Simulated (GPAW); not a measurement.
Al2Cu:

```
Cu Al
1.0
     4.10518    0.00000    0.00000
     0.00000    4.10518    0.00000
     0.00000    0.00000    2.89131
Cu Al
1 2
Cartesian
  0.0000 0.0000 0.0000
  0.0000 2.0526 1.4457
  2.0526 0.0000 1.4457
```

The cell comes from a database or a generator and needn't be the stable form of this composition.

Base run:

```yaml
Program: GPAW 26.7.0
Functional: PBEsol
Potentials_or_basis: PAW data sets generated in the run's folder for this functional
Cutoff: 600 eV
Basis: pw
k_mesh: 7 × 7 × 9
Occupations: fermi-dirac, width 0.05 eV
Spin: no spin polarisation
```

Its results: pressure -1.8 GPa.

The run is repeated on the same cell with these changes: functional from PBEsol to LDA; potentials or basis from PAW data sets generated in the run's folder for this functional to the program's PAW data sets (release 1.2.1) made for this functional. What comes out?

Pressure -4.7 GPa.

Caveats: with this Cu data set, volumes or pressures lay over 1.5 % or 2 GPa off other programs in two to four cells of ten.
